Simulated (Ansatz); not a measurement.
P: from a first guess to the relaxed fcc type

First guess:

```xyz
1
Lattice="0.0000 1.7718 1.7718 1.7718 0.0000 1.7718 1.7718 1.7718 0.0000" Properties=species:S:1:pos:R:3 pbc="T T T"
P     0.0000    0.0000    0.0000
```

The calculation used DFT, PBE, PAW with Ansatz's default frozen-core files, scalar-relativistic in Ansatz 0.2.0.

Cell and atoms relax within the symmetry of the start on a 20×20×20 k mesh with 0.05 eV Fermi–Dirac smearing.

The start is built from a prototype, known or not as a phase of this compound; the cutoff is 420 eV.

**Question.** What is the pressure of the first guess?

**Answer.** 41.4 GPa.

**Question.** What does it relax to?

**Answer.** a = 3.876 Å, b = 3.876 Å, c = 3.876 Å, α = 90.00°, β = 90.00°, γ = 90.00° (conventional cell), 14.55 Å³ per atom:
```
CELL_PARAMETERS angstrom
0.00000 1.93787 1.93787
1.93787 0.00000 1.93787
1.93787 1.93787 0.00000
ATOMIC_POSITIONS crystal
P 0.00000 0.00000 0.00000
```

**Question.** How much energy does the relaxation release?

**Answer.** 355 meV/atom.
